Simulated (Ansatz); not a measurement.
Clean, relaxed (110) surface of Ti, space group Fm-3m (No. 225) (top face towards +c; atoms held fixed, by place in the list: 1, 2, 3):

```xyz
6
Lattice="2.8679 0.0000 0.0000 0.0000 4.0558 0.0000 0.0000 0.0000 24.1698" Properties=species:S:1:pos:R:3 pbc="T T T"
Ti    1.4340    2.0279    8.5000
Ti    0.0000    0.0000    9.9340
Ti    1.4340    2.0279   11.3679
Ti    0.0000    0.0000   12.8079
Ti    1.4340    2.0279   14.2241
Ti    0.0000    0.0000   15.5419
```

Computed with DFT PBEsol, scalar-relativistic, plane waves, PAW (Ansatz). Cutoff 420 eV; k points 10×7×1 on the computed 6-atom cell (Γ-centred); Gaussian smearing, width 0.10 eV; no spin polarisation. The cell repeats along c with a dipole correction in the vacuum.

O (atom) is adsorbed on the top face, one adsorbate per 11.6 Å², and relaxed from 3 starting sites (fractions of a and b). E_ads counts from the clean slab and the free adsorbate (spin-polarised where it has unpaired electrons); negative means bound. Heights count from the highest slab atom after relaxation. Δφ is the top face's. Δp counts per cell along +c. Bonded neighbours lie within 1.25 times the sum of covalent radii (1.35 for H) and, on that scale, within 12 % of the closest. With the adsorbate the cell is lengthened along c to keep the vacuum.

```tsv
start	ends at	E_ads (eV)	height (Å)	shortest contact	Δφ (eV)	Δp (e·Å)
top (Ti) at (0.00, 0.00)	(0.00, 0.00), 1 bonded neighbour (Ti)	-6.07	1.60	O–Ti 1.60 Å	+4.73	-0.303
bridge (Ti-Ti) at (0.00, 0.50)	(0.00, 0.50), 4 bonded neighbours (Ti)	-8.99	0.17	O–Ti 2.04 Å	-0.47	+0.032
hollow (over Ti) at (0.50, 0.50)	(0.50, 0.50), 1 bonded neighbour (Ti)	-7.88	0.26	O–Ti 1.87 Å	-0.54	+0.037
```

Among the sites tried, the lowest end comes from the bridge (Ti-Ti) at (0.00, 0.50) start; other sites may lie lower.

Each end is the local minimum or symmetric point that its start leads to. This isn't the usual crystal structure of Ti. The slab is only 7.2 Å thick, so the energies aren't converged with thickness.

Spin polarisation was left out, and a magnetic state may lie lower.